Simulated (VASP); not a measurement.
# Pb (P6_3/mmc) in VASP: further runs

The runs below take Pb through single point, with PBEsol.

All numbers are computed with VASP 6.6.1; they aren't measurements. Logs are shortened: lines on timing, memory, paths and dates and some standing lists are left out, and cuts for length are marked.

## 1. The crystal as given

Symmetry: P6_3/mmc, No. 194, hexagonal system. Conventional cell: a = 3.480 Å, b = 3.480 Å, c = 5.590 Å, α = 90.00°, β = 90.00°, γ = 120.00°. Pb (site symmetry -6m2) is surrounded by 12 Pb at 3.44 to 3.48 Å.

This isn't the form of Pb at room conditions, which is fcc.

## 2. Single point, PBEsol

The input, INCAR:

```
PREC = Accurate
ENCUT = 400
EDIFF = 1E-6
ISMEAR = -1
SIGMA = 0.2
LREAL = False
LASPH = True
NELM = 100
ALGO = Normal
ISIF = 2
LWAVE = False
LCHARG = False
GGA = PS
ADDGRID = False
```

The input, KPOINTS:

```
regular mesh
0
Gamma
  6 6 4
```

The input, POSCAR:

```
Pb
1.0
    3.4800000000      0.0000000000      0.0000000000
   -1.7400000000      3.0137684052      0.0000000000
    0.0000000000      0.0000000000      5.5900000000
Pb
2
Direct
    0.6916670000      0.3496840000      0.7502860000
    0.3559200000      0.6835750000      0.2530120000
```

Potentials or basis: VASP PAW PBE potentials, release 64 (Pb_d).

The run is started by

```sh
cat potpaw_PBE.64/Pb_d/POTCAR > POTCAR
mpirun -np 1 vasp_std > vasp.out
```

OUTCAR:

```text
PREC = Accurate
   ENCUT = 400
   EDIFF = 1E-6
   ISMEAR = -1
   LREAL = False
   LASPH = True
   NELM = 100
   ISIF = 2
   GGA = PS

 Found     76 irreducible k-points:

 Following reciprocal coordinates:
            Coordinates               Weight
  0.000000  0.000000  0.000000      1.000000
  0.166667  0.000000  0.000000      2.000000
  0.000000  0.166667  0.000000      2.000000
 -0.166667  0.166667  0.000000      2.000000
  0.333333  0.000000  0.000000      2.000000
  0.000000  0.333333  0.000000      2.000000
   k-points           NKPTS =     76   k-points in BZ     NKDIM =     76   number of bands    NBANDS=     18
   number of dos      NEDOS =    301   number of ions     NIONS =      2
   total plane-waves  NPLWV =  20736
   dimension x,y,z NGX =    24 NGY =   24 NGZ =   36
   dimension x,y,z NGXF=    48 NGYF=   48 NGZF=   72
   ions per type =               2
   NGX,Y,Z   is equivalent  to a cutoff of  11.47, 11.47, 10.71 a.u.
   NGXF,Y,Z  is equivalent  to a cutoff of  22.93, 22.93, 21.41 a.u.
 SYSTEM =  unknown system
   PREC   = accura    normal or accurate (medium, high low for compatibility)
   ISTART =      0    job   : 0-new  1-cont  2-samecut
   ICHARG =      2    charge: 1-file 2-atom 10-const
   ISPIN  =      1    spin polarized calculation?
   LNONCOLLINEAR =      F non collinear calculations
   LSORBIT =      F    spin-orbit coupling
   LASPH  =      T    aspherical Exc in radial PAW
   ENCUT  =  400.0 eV  29.40 Ry    5.42 a.u.   5.67  5.67  9.12*2*pi/ulx,y,z
   NELM   =    100;   NELMIN=  2; NELMDL= -5     # of ELM steps
   EDIFF  = 0.1E-05   stopping-criterion for ELM
   LREAL  =      F    real-space projection
   EDIFFG = 0.1E-04   stopping-criterion for IOM
   NSW    =      0    number of steps for IOM
   IBRION =     -1    ionic relax: 0-MD 1-quasi-New 2-CG
   NFREE  =      0    steps in history (QN), initial steepest desc. (CG)
   ISIF   =      2    stress and relaxation
   ISYM   =      2    0-nonsym 1-usesym 2-fastsym
   POTIM  = 0.5000    time-step for ionic-motion
   TEBEG  =    0.0;   TEEND  =   0.0 temperature during run
   PSTRESS=    0.0 pullay stress
   NELECT =      28.0000    total number of electrons
   NUPDOWN=      -1.0000    fix difference up-down
   EMIN   =  10.00;   EMAX   =-10.00  energy-range for DOS
   EFERMI =   0.00;   METHOD = LEGACY
   ISMEAR =    -1;   SIGMA  =   0.20  broadening in eV -4-tet -1-fermi 0-gaus
   EFERMI_NEDOS =   21; number of points for ismear=-14 and -15
   IALGO  =     38    algorithm
   IMIX   =      4    mixing-type and parameters
     AMIX     =   0.40;   BMIX     =  1.00
     AMIX_MAG =   1.60;   BMIX_MAG =  1.00
  volume/ion in A,a.u.               =      29.31       197.82
  Fermi-wavevector in a.u.,A,eV,Ry     =   1.279658  2.418203 22.279870  1.637524
  Thomas-Fermi vector in A             =   2.412131
   LORBIT       =      0    0 simple, 1 ext, 2 COOP (PROOUT), +10 PAW based schemes
   GGA     = PS    functional components
   LHFCALC =     F    Hartree Fock is set to
   AEXX    =    0.0000 exact exchange contribution
   IVDW    =     0    specifies the selected vdW correction
   LEPSILON=     F    determine dielectric tensor
   LRPA    =     F    only Hartree local field effects (RPA)
 non-spin polarized calculation
  energy-cutoff  :      400.00
  volume of cell :       58.63
 maximum number of plane-waves:      1087
   NGX = 11   NGY = 11   NGZ = 19

 number of electron      27.9999997 magnetization

 Free energy of the ion-electron system (eV)
  ---------------------------------------------------
  ext. energy  EPLUGINS =         0.00000000
  ---------------------------------------------------
  free energy    TOTEN  =        -7.98204314 eV

  energy without entropy =       -7.81577385  energy(sigma->0) =       -7.89890850

 E-fermi :   7.5188     XC(G=0): -10.5055

 val. band max:        7.5169176786   @ k =  -0.3333   0.0000   0.2500
 cond. band min:       7.9677123798   @ k =  -0.1667   0.3333   0.0000
 fundamental gap:      0.4507947012
 Fermi energy:         7.5188328652

 k-point     1 :       0.0000    0.0000    0.0000
  band No.  band energies     occupation
      1      -9.5690      2.00000
      2      -9.5183      2.00000
      3      -9.5082      2.00000
      4      -9.5078      2.00000
      5      -9.4832      2.00000
      6      -9.4827      2.00000
      7      -9.4401      2.00000
      8      -9.4359      2.00000
      9      -9.2411      2.00000
     10      -9.2375      2.00000
     11      -4.5221      2.00000
     12      -0.5384      2.00000
     13       3.1414      2.00000
     14      13.0267      0.00000
     15      13.0554      0.00000
     16      14.9265      0.00000
     17      14.9674      0.00000
     18      15.6201      0.00000

 k-point     2 :       0.1667    0.0000    0.0000
  band No.  band energies     occupation
      1      -9.5854      2.00000
      2      -9.5173      2.00000
      3      -9.4812      2.00000
      4      -9.4719      2.00000
      5      -9.4625      2.00000
      6      -9.4427      2.00000
      7      -9.4347      2.00000
      8      -9.4192      2.00000
      9      -9.2834      2.00000
     10      -9.2311      2.00000
     11      -4.0346      2.00000
     12      -0.1876      2.00000
     13       3.7128      2.00000
     14       9.4077      0.00016
     15      11.5947      0.00000
     16      12.3018      0.00000
     17      14.6645      0.00000
     18      15.0192      0.00000

 k-point     3 :       0.0000    0.1667    0.0000
  band No.  band energies     occupation
      1      -9.5855      2.00000
      2      -9.5173      2.00000
      3      -9.4810      2.00000
      4      -9.4712      2.00000
      5      -9.4632      2.00000
      6      -9.4428      2.00000
      7      -9.4347      2.00000
      8      -9.4191      2.00000
      9      -9.2842      2.00000
     10      -9.2302      2.00000
     11      -4.0347      2.00000
     12      -0.1873      2.00000
     13       3.7124      2.00000
     14       9.4091      0.00016
     15      11.5923      0.00000
     16      12.2994      0.00000
     17      14.6687      0.00000
     18      15.0212      0.00000

 k-point     4 :      -0.1667    0.1667    0.0000
  band No.  band energies     occupation
      1      -9.5857      2.00000
      2      -9.5175      2.00000
      3      -9.4806      2.00000
      4      -9.4691      2.00000
      5      -9.4654      2.00000
      6      -9.4428      2.00000
      7      -9.4349      2.00000
      8      -9.4190      2.00000
      9      -9.2856      2.00000
     10      -9.2287      2.00000
     11      -4.0349      2.00000
     12      -0.1867      2.00000
     13       3.7115      2.00000
     14       9.4120      0.00015
     15      11.5875      0.00000
     16      12.2949      0.00000
     17      14.6767      0.00000
     18      15.0275      0.00000

 k-point     5 :       0.3333    0.0000    0.0000
  band No.  band energies     occupation
      1      -9.6595      2.00000
      2      -9.5489      2.00000
      3      -9.5239      2.00000
      4      -9.5075      2.00000
      5      -9.4169      2.00000
      6      -9.3576      2.00000
      7      -9.3117      2.00000
      8      -9.3084      2.00000
      9      -9.2870      2.00000
     10      -9.2183      2.00000
     11      -2.5975      2.00000
     12       0.6225      2.00000
     13       5.2971      1.99997
     14       5.4963      1.99992
     15       8.4443      0.01937
     16      10.0162      0.00001
     17      11.5196      0.00000
     18      13.8873      0.00000

 k-point     6 :       0.0000    0.3333    0.0000
  band No.  band energies     occupation
      1      -9.6595      2.00000
      2      -9.5487      2.00000
      3      -9.5241      2.00000
      4      -9.5082      2.00000
      5      -9.4175      2.00000
      6      -9.3576      2.00000
      7      -9.3116      2.00000
      8      -9.3079      2.00000
      9      -9.2872      2.00000
     10      -9.2178      2.00000
     11      -2.5983      2.00000
     12       0.6250      2.00000
     13       5.2944      1.99997
     14       5.4942      1.99992
     15       8.4447      0.01933
     16      10.0155      0.00001
     17      11.5276      0.00000
     18      13.8319      0.00000

 [... further k-points ...]

------------------------ aborting loop because EDIFF is reached ----------------------------------------

  FORCE on cell =-STRESS in cart. coord.  units (eV):
  Direction    XX          YY          ZZ          XY          YZ          ZX
  --------------------------------------------------------------------------------------
  -------------------------------------------------------------------------------------
  Total        0.4363641      0.4391809      0.4564714      0.0077520      0.0002060     -0.0009476
  in kB       11.9250077     12.0019847     12.4745022      0.2118473      0.0056289     -0.0258974
  external PRESSURE =      12.1338315 kB  Pullay stress =       0.0000000 kB

 VOLUME and BASIS-vectors are now :
 -----------------------------------------------------------------------------
  energy-cutoff  :      400.00
  volume of cell :       58.63
      direct lattice vectors                 reciprocal lattice vectors
     3.480000000  0.000000000  0.000000000     0.287356322  0.165905250  0.000000000
    -1.740000000  3.013768405  0.000000000     0.000000000  0.331810500  0.000000000
     0.000000000  0.000000000  5.590000000     0.000000000  0.000000000  0.178890877

 POSITION                                       TOTAL-FORCE (eV/Angst)
 -----------------------------------------------------------------------------------
      1.79855      1.05387      4.19410        -0.003972      0.000663      0.038137
      0.04918      2.06014      1.41434         0.003972     -0.000663     -0.038137
 -----------------------------------------------------------------------------------
    total drift:                               -0.000061      0.000044      0.000033

  FREE ENERGIE OF THE ION-ELECTRON SYSTEM (eV)
  ---------------------------------------------------
  free  energy   TOTEN  =        -7.9820431437 eV

  energy  without entropy=       -7.8157738489  energy(sigma->0) =       -7.89890850
```

It took 12 s on 1 thread of Intel Xeon 6975P-C (Granite Rapids), shared host; peak memory 0.17 GiB.

These settings aren't checked as converged: the numbers below hold their error.

Results:

* Free energy: -7.9820 eV
* Pressure: 1.2 GPa
* Largest force: 0.038 eV/Å
* Band gap on the k mesh: none (metal or under the smearing width)

Caveat: the PAW data sets were made with another functional, which shifts forces and pressure a little.

## 3. Single point, PBEsol

INCAR, as its differences from that of step 2:

```diff
@@ -1,3 +1,3 @@
 PREC = Accurate
-ENCUT = 400
+ENCUT = 250
 EDIFF = 1E-6
```

The input, KPOINTS:

```
regular mesh
0
Gamma
  8 8 5
```

The input, POSCAR:

```
Pb
1.0
    3.4800000000      0.0000000000      0.0000000000
   -1.7400000000      3.0137684052      0.0000000000
    0.0000000000      0.0000000000      5.5900000000
Pb
2
Direct
    0.6666666667      0.3333333333      0.7500000000
    0.3333333333      0.6666666667      0.2500000000
```

Potentials or basis: VASP PAW PBE potentials, release 64 (Pb_d).

The run is started by

```sh
cat potpaw_PBE.64/Pb_d/POTCAR > POTCAR
mpirun -np 1 vasp_std > vasp.out
```

Wall time 4.1 s (1 thread of Intel Xeon 6975P-C (Granite Rapids), shared host); peak memory 0.12 GiB.

These settings aren't checked as converged: the numbers below hold their error.

What came out:

- Free energy: -8.0265 eV
- Band gap on the k mesh: none (metal or under the smearing width)

Caveat: the cutoff is under 1.25 times the usual one of these potentials, so pressure, stress and relaxed cells hold a basis-set (Pulay) error; the PAW data sets were made with another functional, which shifts forces and pressure a little.

## 4. Single point, PBEsol

INCAR is that of step 3.

KPOINTS is that of step 3.

The input, POSCAR:

```
Pb
1.0
    3.4800000000      0.0000000000      0.0000000000
   -1.7400000000      3.0137684052      0.0000000000
    0.0000000000      0.0000000000      5.5900000000
Pb
2
Direct
    0.6916670000      0.3496840000      0.7502860000
    0.3559200000      0.6835750000      0.2530120000
```

The run is started by

```sh
cat potpaw_PBE.64/Pb_d/POTCAR > POTCAR
mpirun -np 1 vasp_std > vasp.out
```

Wall time 16 s (1 thread of Intel Xeon 6975P-C (Granite Rapids), shared host); peak memory 0.16 GiB.

The run converged, but some of its settings lie outside the range that counts as converged, so its numbers aren't taken as properties of the crystal.

Results:

```yaml
Free_energy: -8.0262 eV
Largest_force: 0.041 eV/Å
Band_gap_on_the_k_mesh: none (metal or under the smearing width)
```

Caveat: the cutoff is under 1.25 times the usual one of these potentials, so pressure, stress and relaxed cells hold a basis-set (Pulay) error; the PAW data sets were made with another functional, which shifts forces and pressure a little.

## 5. For comparison

An earlier run on the cell as given: functional PBEsol; potentials or basis VASP PAW PBE potentials, release 64 (Pb_d); cutoff 520 eV; k mesh 9 × 9 × 5; occupations fermi-dirac, width 0.05 eV; no spin polarisation.

* Pressure: 1.0 GPa
* Band gap on the k mesh: none (metal or under the smearing width)
